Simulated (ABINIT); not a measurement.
# GaN (F-43m): a self-consistent loop beyond G0W0, cycle by cycle

Aim: iterate the self-energy on GaN (F-43m) and follow the gap from cycle to cycle.

Method: LDA and many-body steps on it, plane waves, in ABINIT 10.8.3.

**What was measured.**

- Gap 3.23 eV: absorption onset (direct gap at Gamma) of unexcited film, from imaginary part of dielectric function; spectroscopic ellipsometry (steady-state reference of time-resolved measurement); 300 K; film on 3C-SiC/Si(001) (“Femtosecond pump-probe absorption edge spectroscopy of cubic GaN”, 2022, arxiv:2206.02223).

### 1. The structure

It takes space group F-43m (No. 216, cubic). Conventional cell: a = 4.507 Å, b = 4.507 Å, c = 4.507 Å, α = 90.00°, β = 90.00°, γ = 90.00°. Ga has 4 N at 1.95 Å nearest. Nearest to N lie 4 Ga at 1.95 Å. Farther neighbours and most contacts between anions are not listed.

The cell and positions are those that the Materials Project relaxed with its own functionals (PBE, PBE+U or r2SCAN), kept fixed. This is not the form that GaN usually takes at ambient conditions.

### 2. Empty states on the mesh, 4×4×4 mesh, 34 bands

This step: ABINIT 10.8.3; DFT, LDA, plane waves, norm-conserving pseudopotentials.

The sums over transitions need many empty states on a uniform mesh; this step solves for them.

run.abi

```
acell 3*1.0 Angstrom
rprim 
  0.000000000000 2.253500607500 2.253500607500
  2.253500607500 0.000000000000 2.253500607500
  2.253500607500 2.253500607500 0.000000000000
ntypat 2
znucl 31 7
natom 2
typat 1 2
xred 
  0.000000000000 0.000000000000 0.000000000000
  0.750000000000 0.750000000000 0.750000000000
pp_dirpath "pseudos"
pseudos "Ga.upf, N.upf"
ecut 45
ngkpt 4 4 4
nshiftk 1
shiftk 0 0 0
kptopt 1
chksymbreak 0
iscf -2
irdden 1
istwfk *1
nband 34
nbdbuf 4
tolwfr 1e-09
nstep 60
prtvol 0
indata_prefix "in"
outdata_prefix "out"
tmpdata_prefix "tmp"
```

Run with:

```
> OMP_NUM_THREADS=1 mpirun -n 4 abinit run.abi > log
```

Numbers of over 12 decimals in the logs are rounded to 6 here.

The log of the run:

```text
.Version 10.8.3 of ABINIT. v10.8.2 released Aug 2026.

 Symmetries : space group F-4 3 m (#216); Bravais cF (face-center cubic)
[... echo of the input left out ...]
== DATASET  1 ==================================================================
-   mpi_nproc: 4, omp_nthreads: 1 (-1 if OMP is not activated)

--- !DatasetInfo
iteration_state: {dtset: 1, }
dimensions: {natom: 2, nkpt: 8, mband: 34, nsppol: 1, nspinor: 1, nspden: 1, mpw: 2252, }
cutoff_energies: {ecut:  45.0, pawecutdg:  -1.0, }
[...]
0.61142    0.87394    0.92420    0.92420    0.92420    0.96414    0.96414    1.06656
   1.43377    1.43377    1.43377    1.90738    1.90738    1.90738    1.94806    1.94806
   1.94808    1.98699
 prteigrs : prtvol=0 or 1, do not print more k-points.

== END DATASET(S) ==============================================================
================================================================================

 -outvars: echo values of variables after computation  --------
            nband          34
             nkpt           8
          spgroup         216
 [... the other variables as echoed above ...]

 Calculation completed.
```

Wall time 4.6 s (4 MPI ranks of Arm Neoverse V2, shared host); peak memory 0.26 GiB.

This step gave:

| Quantity | Value |
| --- | --- |
| gap | 1.753 eV |
| k of the valence top | 0, 0, 0 |
| k of the conduction bottom | 0, 0, 0 |
| least direct gap | 1.753 eV |
| k points computed | 8 |
| lowest point of the top converged band, above the valence top | 35.32 eV |

On this mesh the gap is 1.753 eV.

The density comes from a self-consistent run that is not shown.

### 3. Screening, 4×4×4 mesh, 30 bands, screening to 108.8 eV

The RPA dielectric matrix is built and inverted for each q.

This step: RPA screening on LDA, plane waves, norm-conserving pseudopotentials.

run.abi, as its differences from that of step 2:

```diff
@@ -20,10 +20,11 @@
 chksymbreak 0
-iscf -2
-irdden 1
 istwfk *1
-nband 34
-nbdbuf 4
-tolwfr 1e-09
-nstep 60
-prtvol 0
+occopt 1
+irdwfk 1
+optdriver 3
+nband 30
+ecuteps 4
+inclvkb 2
+awtr 1
+symchi 1
 indata_prefix "in"
```

The log of the run:

```text
.Version 10.8.3 of ABINIT. v10.8.2 released Aug 2026.

 Symmetries : space group F-4 3 m (#216); Bravais cF (face-center cubic)
[... echo of the input left out ...]
== DATASET  1 ==================================================================
-   mpi_nproc: 4, omp_nthreads: 1 (-1 if OMP is not activated)

--- !DatasetInfo
iteration_state: {dtset: 1, }
dimensions: {natom: 2, nkpt: 8, mband: 30, nsppol: 1, nspinor: 1, nspden: 1, mpw: 2252, }
cutoff_energies: {ecut:  45.0, pawecutdg:  -1.0, }
electrons: {nelect:   2.60000000E+01, charge:   0.00000000E+00, occopt:   1.00000000E+00, tsmear:   1.00000000E-02, }

 SCREENING: Calculation of the susceptibility and dielectric matrices

 Based on a program developped by R.W. Godby, V. Olevano, G. Onida, and L. Reining.
 Incorporated in ABINIT by V. Olevano, G.-M. Rignanese, and M. Torrent.
.Using double precision arithmetic ; gwpc =  8

[... cell and pseudopotentials left out ...]
--------------------------------------------------------------------------------

 ==== K-mesh for the wavefunctions ====
 Number of points in the irreducible wedge :     8
[... list of points left out ...]
 Together with 24 symmetry operations and time-reversal symmetry
 yields    64 points in the full Brillouin Zone.

 ==== Q-mesh for the screening function ====
 Number of points in the irreducible wedge :     8
[... list of points left out ...]
 Together with 24 symmetry operations and time-reversal symmetry
 yields    64 points in the full Brillouin Zone.

 setmesh: FFT mesh size selected  =    24x   24x   24
          total number of points  =        13824

 vcoul_init : cutoff-mode = AUXILIARY_FUNCTION
 q-points for optical limit:   1
     1)      0.000010    0.000020    0.000030

- screening: taking advantage of time-reversal symmetry
- Maximum band index for partially occupied states nbvw = 13
- Remaining bands to be divided among processors   nbcw = 17
- Number of bands treated by each node ~4

 Number of electrons calculated from density =   26.0000; Expected =   26.0000
 average of density, n =  0.168335
 r_s =    1.1235
 omega_plasma =   39.5770 [eV]

 calculating chi0 at frequencies [eV] :
  1    0.000000E+00    0.000000E+00
  2    0.000000E+00    3.957696E+01

--------------------------------------------------------------------------------
  q-point number  1        q = ( 0.000000, 0.000000, 0.000000) [r.l.u.]
--------------------------------------------------------------------------------
[... chi0 elements left out ...]
 For q-point:  0.000010 0.000020 0.000030
  dielectric constant =   9.1374
  dielectric constant without local fields =   9.7247

  Average fulfillment of the sum rule on Im[epsilon] for q-point    1 :     18.04  [%]
[... wings left out ...]
  q-point number  2        q = ( 0.250000, 0.000000, 0.000000) [r.l.u.]
--------------------------------------------------------------------------------
[... chi0 elements left out ...]
  Average fulfillment of the sum rule on Im[epsilon] for q-point    2 :     30.20  [%]

 [... 6 further q-points ...]
```

It took 4.7 s on 4 MPI ranks; peak memory 0.42 GiB.

Numbers from this step:

```yaml
eps_infinity_with_local_fields_on_this_mesh_along_the_program_s_q_direction: 9.137
the_same_without_local_fields: 9.725
plasma_frequency: 39.58 eV
plane_waves_in_the_screening_matrix: 59
```

Local fields lower ε∞ by 6 %. On a Γ-centred mesh this coarse the value itself is usually too large, while a short band sum pulls it down.

### 4. G0W0

The self-energy is evaluated for the states that the input lists, and the levels follow from it, in one-shot runs by the linearised quasiparticle equation.

This step: G0W0 on LDA, plane waves, norm-conserving pseudopotentials.

run.abi, as its differences from that of step 3:

```diff
@@ -23,8 +23,15 @@
 irdwfk 1
-optdriver 3
+optdriver 4
 nband 30
+gwcalctyp 0
+ecutsigx 45
+symsigma 1
+nkptgw 1
+kptgw 
+  0.0000000000 0.0000000000 0.0000000000
+bdgw 
+  11 17
 ecuteps 4
-inclvkb 2
-awtr 1
-symchi 1
+irdscr 1
+ppmodel 1
 indata_prefix "in"
```

The log of the run:

```text
.Version 10.8.3 of ABINIT. v10.8.2 released Aug 2026.

 Symmetries : space group F-4 3 m (#216); Bravais cF (face-center cubic)
[... echo of the input left out ...]
== DATASET  1 ==================================================================
-   mpi_nproc: 4, omp_nthreads: 1 (-1 if OMP is not activated)

--- !DatasetInfo
iteration_state: {dtset: 1, }
dimensions: {natom: 2, nkpt: 8, mband: 30, nsppol: 1, nspinor: 1, nspden: 1, mpw: 2252, }
cutoff_energies: {ecut:  45.0, pawecutdg:  -1.0, }
electrons: {nelect:   2.60000000E+01, charge:   0.00000000E+00, occopt:   1.00000000E+00, tsmear:   1.00000000E-02, }

 SIGMA: Calculation of the GW corrections

 Based on a program developped by R.W. Godby, V. Olevano, G. Onida, and L. Reining.
 Incorporated in ABINIT by V. Olevano, G.-M. Rignanese, and M. Torrent.
.Using double precision arithmetic ; gwpc =  8

[... cell and pseudopotentials left out ...]
--------------------------------------------------------------------------------

 ==== K-mesh for the wavefunctions ====
 Number of points in the irreducible wedge :     8
[... list of points left out ...]
 Together with 24 symmetry operations and time-reversal symmetry
 yields    64 points in the full Brillouin Zone.

 ==== Q-mesh for screening function ====
 Number of points in the irreducible wedge :     8
[... list of points left out ...]
 Together with 24 symmetry operations and time-reversal symmetry
 yields    64 points in the full Brillouin Zone.

 vcoul_init : cutoff-mode = AUXILIARY_FUNCTION
 q-points for optical limit:   1
     1)      0.000010    0.000020    0.000030
 setmesh: FFT mesh size selected  =    40x   40x   40
          total number of points  =        64000

 Number of electrons calculated from density =   26.0000; Expected =   26.0000
 average of density, n =  0.168335
 r_s =    1.1235
 omega_plasma =   39.5770 [eV]

 === KS Band Gaps ===
  >>>> For spin  1
   Minimum direct gap =   1.7525 [eV], located at k-point      :   0.0000  0.0000  0.0000
   Fundamental gap    =   1.7525 [eV], Top of valence bands at :   0.0000  0.0000  0.0000
                                       Bottom of conduction at :   0.0000  0.0000  0.0000
 SIGMA fundamental parameters:
 PLASMON POLE MODEL  1
 number of plane-waves for SigmaX                 2229
 number of plane-waves for SigmaC and W             59
 number of plane-waves for wavefunctions          2229
 number of bands                                    30
 number of independent spin polarizations            1
 number of spinorial components                      1
 number of k-points in IBZ                           8
 number of q-points in IBZ                           8
 number of symmetry operations                      24
 number of k-points in BZ                           64
 number of q-points in BZ                           64
 number of frequencies for dSigma/dE                 9
 frequency step for dSigma/dE [eV]                0.25
 number of omega for Sigma on real axis              0
 max omega for Sigma on real axis  [eV]           0.00
 zcut for avoiding poles [eV]                     0.10

 EPSILON^-1 parameters (SCR file):
 dimension of the eps^-1 matrix on file             59
 dimension of the eps^-1 matrix used                59
 number of plane-waves for wavefunctions          2229
 number of bands                                    30
 number of q-points in IBZ                           8
 number of frequencies                               2
 number of real frequencies                          1
 number of imag frequencies                          1

 matrix elements of self-energy operator (all in [eV])

 Perturbative Calculation

--- !SelfEnergy_ee
iteration_state: {dtset: 1, }
kpoint     : [   0.000,    0.000,    0.000, ]
spin       : 1
KS_gap     :    1.753
QP_gap     :    2.816
Delta_QP_KS:    1.063
data: !SigmaeeData |
     Band     E0 <VxcDFT>   SigX SigC(E0)      Z dSigC/dE  Sig(E)    E-E0       E
       11   6.481 -18.934 -22.584   3.751   0.791  -0.264 -18.854   0.080   6.561
       12   6.481 -18.934 -22.584   3.751   0.791  -0.264 -18.854   0.080   6.561
       13   6.481 -18.934 -22.584   3.751   0.791  -0.264 -18.854   0.080   6.561
       14   8.234 -14.567  -9.879  -3.289   0.817  -0.224 -13.423   1.143   9.377
       15  16.638 -13.675  -7.054  -4.352   0.835  -0.198 -11.781   1.894  18.532
       16  16.638 -13.675  -7.054  -4.352   0.835  -0.198 -11.781   1.894  18.532
       17  16.638 -13.675  -7.054  -4.352   0.835  -0.198 -11.781   1.894  18.532

== END DATASET(S) ==============================================================
================================================================================

 -outvars: echo values of variables after computation  --------
           etotal      0.0000000000E+00
            nband          30
             nkpt           8
          spgroup         216
 [... the other variables as echoed above ...]

 Calculation completed.
```

It took 2.6 s on 4 MPI ranks; peak memory 0.14 GiB; 9.9 s of CPU time.

Numbers from this step:

```
G0W0 gap on the points computed              : 2.816 eV
starting gap on the mesh                     : 1.753 eV
k of the valence top                         : 0, 0, 0
k of the conduction bottom                   : 0, 0, 0
Z at the valence top                         : 0.791
Z at the conduction bottom                   : 0.817
least direct G0W0 gap on the computed points : 2.816 eV
```

The gap on the mesh goes from 1.75 eV to 2.82 eV, a correction of +1.06 eV.

### 5. QSGW, cycle 1

This step: QSGW on LDA, plane waves, norm-conserving pseudopotentials.

run.abi, as its differences from that of step 4:

```diff
@@ -25,10 +25,24 @@
 nband 30
-gwcalctyp 0
+gwcalctyp 28
 ecutsigx 45
-symsigma 1
-nkptgw 1
+symsigma 0
+nkptgw 8
 kptgw 
   0.0000000000 0.0000000000 0.0000000000
+  0.2500000000 0.0000000000 0.0000000000
+  0.5000000000 0.0000000000 0.0000000000
+  0.2500000000 0.2500000000 0.0000000000
+  0.5000000000 0.2500000000 0.0000000000
+  -0.2500000000 0.2500000000 0.0000000000
+  0.5000000000 0.5000000000 0.0000000000
+  -0.2500000000 0.5000000000 0.2500000000
 bdgw 
-  11 17
+  11 23
+  11 23
+  11 23
+  11 23
+  11 23
+  11 23
+  11 23
+  11 23
 ecuteps 4
@@ -36,2 +50,3 @@
 ppmodel 1
+rhoqpmix 0.3
 indata_prefix "in"
```

The log of the run:

```text
.Version 10.8.3 of ABINIT. v10.8.2 released Aug 2026.

 Symmetries : space group F-4 3 m (#216); Bravais cF (face-center cubic)
[... echo of the input left out ...]
== DATASET  1 ==================================================================
-   mpi_nproc: 4, omp_nthreads: 1 (-1 if OMP is not activated)

--- !DatasetInfo
iteration_state: {dtset: 1, }
dimensions: {natom: 2, nkpt: 8, mband: 30, nsppol: 1, nspinor: 1, nspden: 1, mpw: 2252, }
cutoff_energies: {ecut:  45.0, pawecutdg:  -1.0, }
electrons: {nelect:   2.60000000E+01, charge:   0.00000000E+00, occopt:   1.00000000E+00, tsmear:   1.00000000E-02, }

 SIGMA: Calculation of the GW corrections

 Based on a program developped by R.W. Godby, V. Olevano, G. Onida, and L. Reining.
 Incorporated in ABINIT by V. Olevano, G.-M. Rignanese, and M. Torrent.
.Using double precision arithmetic ; gwpc =  8

[... cell and pseudopotentials left out ...]
--------------------------------------------------------------------------------

 ==== K-mesh for the wavefunctions ====
 Number of points in the irreducible wedge :     8
[... list of points left out ...]
 Together with 24 symmetry operations and time-reversal symmetry
 yields    64 points in the full Brillouin Zone.

 ==== Q-mesh for screening function ====
 Number of points in the irreducible wedge :     8
[... list of points left out ...]
 Together with 24 symmetry operations and time-reversal symmetry
 yields    64 points in the full Brillouin Zone.

 vcoul_init : cutoff-mode = AUXILIARY_FUNCTION
 q-points for optical limit:   1
     1)      0.000010    0.000020    0.000030
 setmesh: FFT mesh size selected  =    40x   40x   40
          total number of points  =        64000

 Number of electrons calculated from density =   26.0000; Expected =   26.0000
[...]
spin       : 1
KS_gap     :    6.009
QP_gap     :    7.302
Delta_QP_KS:    1.294
data: !SigmaeeData |
     Band     E_DFT   <VxcDFT>   E(N-1)  <Hhartree>   SigX  SigC[E(N-1)]    Z     dSigC/dE  Sig[E(N)]  DeltaE  E(N)_pert E(N)_diago
[...]
--- !SelfEnergy_ee
iteration_state: {dtset: 1, }
kpoint     : [  -0.250,    0.500,    0.250, ]
spin       : 1
KS_gap     :    9.814
QP_gap     :   11.605
Delta_QP_KS:    1.791
data: !SigmaeeData |
     Band     E_DFT   <VxcDFT>   E(N-1)  <Hhartree>   SigX  SigC[E(N-1)]    Z     dSigC/dE  Sig[E(N)]  DeltaE  E(N)_pert E(N)_diago
[...]
22    33.867   -12.090    33.867    45.958    -4.234    -5.686     1.000     0.000    -9.919     2.171    36.038    36.101
       23    35.964   -11.579    35.964    47.543    -3.623    -7.129     1.000     0.000   -10.752     0.827    36.790    36.988

 New Fermi energy :        2.973583E-01 Ha ,    8.091532E+00 eV

 === QP Band Gaps ===
  >>>> For spin  1
   Minimum direct gap =   3.0243 [eV], located at k-point      :   0.0000  0.0000  0.0000
   Fundamental gap    =   3.0243 [eV], Top of valence bands at :   0.0000  0.0000  0.0000
                                       Bottom of conduction at :   0.0000  0.0000  0.0000

 writing QP data on file : out_QPS

 Convergence of QP corrections
 >>>>> For spin  1 <<<<<
.  kptgw no:  1; Maximum DeltaE = (   0.000   0.000) for band index:  8
.  kptgw no:  2; Maximum DeltaE = (  -0.375   0.000) for band index: 11
.  kptgw no:  3; Maximum DeltaE = (  -0.515   0.000) for band index: 11
[...]
.  kptgw no:  7; Maximum DeltaE = (   1.917  -0.148) for band index: 10
.  kptgw no:  8; Maximum DeltaE = (   2.518   0.005) for band index:  5

== END DATASET(S) ==============================================================
================================================================================

 -outvars: echo values of variables after computation  --------
           etotal      0.0000000000E+00
            nband          30
             nkpt           8
          spgroup         216
 [... the other variables as echoed above ...]

 Calculation completed.
```

Run time: 33 s. Hardware: 4 MPI ranks; peak memory 0.92 GiB.

This step gave:

| Item | Value |
| --- | --- |
| quasiparticle gap on the mesh | 3.025 eV |
| gap of the density functional on the mesh | 1.753 eV |
| k of the valence top | 0, 0, 0 |
| k of the conduction bottom | 0, 0, 0 |
| Z at the valence top | 1 |
| Z at the conduction bottom | 1 |
| least direct quasiparticle gap on the computed points | 3.025 eV |

Against G0W0 in ABINIT (4×4×4 mesh, 30 bands, screening to 108.8 eV, Godby-Needs plasmon pole), the gap moves by +0.209 eV.

(Part 1 of 3 ends here.)

[Paths, hosts, dates, memory and timing lines, banners, echoed tables and standing remarks are left out of the program output.]

[Logs are printed without paths, hosts, clocks, repeated set-up lines and the standing remarks that a program may print on its own settings, such as how far it seeks lower states.]

[Runs of the session that timed out or met a known fault of the program may be left out.]

[Hosts, paths, dates, database ids (printed as entryN), source tags and the programs' standing remarks are cut or masked in the printed files.]

[G0W0 gaps are taken among the corrected bands and points alone; a level outside them can change the order at an edge.]

[Where Ansatz stands beside ABINIT at settings called matched, ABINIT's density can come from a denser mesh and the files from another edition; pairs whose starting gaps differed by over 0.03 eV were left out, so agreement reads better than it is.]
